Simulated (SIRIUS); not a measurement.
NiO under changes of volume

One of the cells (9.257 Å³/atom); the others are scaled copies at fixed shape and fractional positions:

```xyz
2
Lattice="0.0000 2.0997 2.0997 2.0997 0.0000 2.0997 2.0997 2.0997 0.0000" Properties=species:S:1:pos:R:3 pbc="T T T"
Ni    0.0000    0.0000    0.0000
O     2.0997    2.0997    2.0997
```

```yaml
Program: SIRIUS 7.12.0
Functional: PBEsol
Potentials_or_basis: all-electron FP-LAPW
Cutoff: 306 eV
Basis: apw+lo standard
k_mesh: 11 × 11 × 11
Occupations: fermi-dirac, width 0.05 eV
Spin: collinear spin, ferromagnetic start
Starting_moments: "[1.0, 0.0] μB"
```

```tsv
volume (Å³/atom)	energy over the lowest point (meV/atom)	moment (μB per cell)
8.531	2.58	1.14
8.713	0.00	1.23
8.894	2.42	1.29
9.257	20.34	1.42
9.439	?	?
9.620	50.93	1.59
```

**Question.** What does the run at 9.439 Å³/atom give?

**Answer.** Energy over the lowest point 34.31 meV/atom; moment 1.51 μB per cell.

Worked out: A Birch-Murnaghan fit of order 3 (a polynomial in V^(-2/3)) to the other rows has its minimum at 8.71 Å³/atom with B0 = V·E''(V) = 222 GPa and B' = 6.7. It gives 34.33 meV/atom at 9.439 Å³/atom, against the run's 34.31. A parabola through the other rows of the moment, of slope 0.424 μB per Å³/atom there, gives 1.51 μB, against the run's 1.51.

Energies are extrapolated to zero smearing.

Caveats: a cell with one magnetic atom can't hold antiferromagnetic order, which such compounds often take.
